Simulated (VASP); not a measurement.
Computed with PBEsol GGA, VASP's PBE PAW potentials (set 64) (plane waves; VASP). Each cell was relaxed at this level, without spin-orbit coupling.

**Question.** Which of these comes out without a gap?
A. K2S, Fm-3m (225)
B. BaF2, Fm-3m (225)
C. SrCl2, Fm-3m (225)
D. Au, Fm-3m (225)

**Answer.** D, Au, Fm-3m (225). The others have gaps of 5.22 eV (SrCl2, Fm-3m (225)), 2.35 eV (K2S, Fm-3m (225)), 6.67 eV (BaF2, Fm-3m (225)).
